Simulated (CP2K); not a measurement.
## GaP: equation of state with LDA

**What was measured.**

From “Phosphorous dimerization in GaP at high pressure”, 2017, arxiv:1709.06667, for a bulk crystal of GaP: bulk modulus 87.5 ± 0.6 GPa.

The system is GaP.

```xyz
2
Lattice="3.8541 0.0000 0.0000 1.9270 3.3377 0.0000 1.9270 1.1126 3.1468" Properties=species:S:1:pos:R:3 pbc="T T T"
Ga    0.0000    0.0000    0.0000
P     5.7811    3.3377    2.3601
```

* Program: CP2K 2026.2
* Task: equation of state
* Functional: LDA
* Potentials or basis: GTH_POTENTIALS Ga GTH-PADE-q13, P GTH-PADE-q5; TZVP-MOLOPT-PBE-GTH basis
* Density cutoff: 6123 eV
* k mesh: 8 × 8 × 8
* Occupations: fermi-dirac, width 0.05 eV
* Spin: no spin polarisation
* SCF solver: diagonalisation with k points
* Quickstep method: GPW
* EPS_DEFAULT: 1.0E-9
* EPS_SCF: 1.0E-6
* MAX_SCF: 100
* SCF_GUESS: ATOMIC
* k points reduced by the point group: yes
* Mesh centred on Gamma: yes
* CHOLESKY: OFF
* EPS_EIGVAL: 1.0E-7
* MIXING METHOD: BROYDEN_MIXING
* MIXING ALPHA: 0.4
* NBUFFER: 8
* NGRIDS: 4
* Basis sets: Ga TZVP-MOLOPT-PBE-GTH-q13, P TZVP-MOLOPT-PBE-GTH-q5
* Potentials: Ga GTH-PADE-q13 of GTH_POTENTIALS, P GTH-PADE-q5 of GTH_POTENTIALS
* ADDED_MOS: [10]
* REL_CUTOFF (Ry): 60 Ry
* MIXING BETA (1/bohr): 1.5 1/bohr
* CUTOFF of the grids: 450 Ry

```json
{
 "Equilibrium volume": "19.65 Å³/atom",
 "Bulk modulus": "90 GPa",
 "Pressure derivative of the bulk modulus": "4.5"
}
```

Energy against volume, from the lowest point:
```csv
volume (Å³/atom),energy (meV/atom)
19.026,5.45
19.431,0.24
19.836,0.00
20.240,4.20
20.645,12.35
21.050,24.04
21.455,38.87
```

All runs of the series together: 3.7 min on 1 thread of Arm Neoverse V2 (shared host).

Against the measured bulk modulus of GaP, 87.5 GPa (“Phosphorous dimerization in GaP at high pressure”, 2017, arxiv:1709.06667), the calculated 90 GPa is off by +2.4 %. The fit is for a static lattice scaled at fixed shape and fixed fractional positions.

Caveat: the basis of atomic orbitals isn't converged, which shifts pressures, moduli and gaps. LDA usually gives volumes a few per cent too small.
